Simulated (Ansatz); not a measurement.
GaN at several levels of theory

One geometry, relaxed with PBE, and single points on it; plane waves with PAW potentials in Ansatz, scalar-relativistic unless the row names spin-orbit coupling. No spin polarisation. Meshes are on the primitive cell of 4 atoms. Gaps are the least over mesh and band path; pressure is positive in compression. Smearing is Gaussian, 0.02 eV.

```cif
data_structure
_symmetry_space_group_name_H-M 'P 1'
_symmetry_Int_Tables_number 1
_cell_length_a 3.2184
_cell_length_b 3.2184
_cell_length_c 5.2430
_cell_angle_alpha 90.000
_cell_angle_beta 90.000
_cell_angle_gamma 120.000
_cell_volume 47.03
loop_
_atom_site_label
_atom_site_type_symbol
_atom_site_fract_x
_atom_site_fract_y
_atom_site_fract_z
_atom_site_occupancy
Ga1 Ga 0.33333 0.66667 0.99913 1
Ga2 Ga 0.66667 0.33333 0.49913 1
N1 N 0.33333 0.66667 0.37587 1
N2 N 0.66667 0.33333 0.87587 1
```

```
level cutoff (eV) k mesh gap (eV) pressure (GPa) rough cost with bands (core-min)
  PBE          420  12×12×6      1.71             0.0                               1.2
```

What do r2SCAN, PBE with spin-orbit coupling, LDA give on the same cell?

| level | cutoff (eV) | k mesh | gap (eV) | pressure (GPa) | rough cost with bands (core-min) |
| --- | --- | --- | --- | --- | --- |
| r2SCAN | 500 | 12×12×6 | 2.12 | -6.1 | 1.4 |
| PBE with spin-orbit coupling | 420 | 12×12×6 | 1.71 | 0.0 | 0.9 |
| LDA | 420 | 12×12×6 | 1.72 | -11.0 | 1.3 |